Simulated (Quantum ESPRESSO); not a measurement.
A run of Quantum ESPRESSO 7.5:

The input pw.in:

```
&CONTROL
  calculation = 'scf'
  prefix = 'pwscf'
  outdir = './tmp'
  pseudo_dir = './pseudo'
  tprnfor = .true.
  tstress = .true.
  disk_io = 'low'
/
&SYSTEM
  ibrav = 0
  nat = 3
  ntyp = 2
  ecutwfc = 84
  nbnd = 21
  occupations = 'smearing'
  smearing = 'fd'
  degauss = 0.00367493
/
&ELECTRONS
  conv_thr = 6d-10
  electron_maxstep = 120
  mixing_beta = 0.5
/
ATOMIC_SPECIES
Pb   207.2000 Pb.upf
F     18.9984 F.upf
CELL_PARAMETERS angstrom
   0.0000000000    2.9636600000    2.9636600000
   2.9636600000    0.0000000000    2.9636600000
   2.9636600000    2.9636600000    0.0000000000
ATOMIC_POSITIONS crystal
Pb     0.0000000000    0.0000000000    0.0000000000
F      0.7500000000    0.7500000000    0.7500000000
F      0.2500000000    0.2500000000    0.2500000000
K_POINTS automatic
6 6 6 1 1 1
```

The input scf2.in:

```
&CONTROL
  calculation = 'scf'
  prefix = 'pwscf'
  outdir = './tmp'
  pseudo_dir = './pseudo'
  tprnfor = .true.
  tstress = .true.
  disk_io = 'low'
/
&SYSTEM
  ibrav = 0
  nat = 3
  ntyp = 2
  ecutwfc = 84
  nbnd = 21
  occupations = 'fixed'
/
&ELECTRONS
  conv_thr = 1d-13
  electron_maxstep = 120
  mixing_beta = 0.5
  startingpot = 'file'
  startingwfc = 'file'
/
ATOMIC_SPECIES
Pb   207.2000 Pb.upf
F     18.9984 F.upf
CELL_PARAMETERS angstrom
   0.0000000000    2.9636600000    2.9636600000
   2.9636600000    0.0000000000    2.9636600000
   2.9636600000    2.9636600000    0.0000000000
ATOMIC_POSITIONS crystal
Pb     0.0000000000    0.0000000000    0.0000000000
F      0.7500000000    0.7500000000    0.7500000000
F      0.2500000000    0.2500000000    0.2500000000
K_POINTS automatic
6 6 6 1 1 1
```

File ph.in:

```
dielectric of PbF2
&INPUTPH
  prefix = 'pwscf'
  outdir = './tmp'
  tr2_ph = 1d-16
  fildyn = 'dyn'
  niter_ph = 60
  alpha_mix(1) = 0.7
  epsil = .true.
  trans = .false.
  zeu = .true.
/
0.0000000000 0.0000000000 0.0000000000
```

Potentials or basis: PseudoDojo 0.4.1 SR PBE standard.

Run with:

```sh
$ OMP_NUM_THREADS=1 pw.x -in pw.in > pw.out
$ OMP_NUM_THREADS=1 pw.x -in scf2.in > scf2.out
$ OMP_NUM_THREADS=1 ph.x -in ph.in > ph.out
```

Hardware: 1 thread of Arm Neoverse V1, on a shared host.

Question: How long does it take, and how much memory?

Answer: Wall time 7.6 min on 1 thread of Arm Neoverse V1, with other jobs on the host, peak memory 0.11 GiB. Counts: scf iterations 14, k pools 1, bands 21, k points 28, g dense 36613.
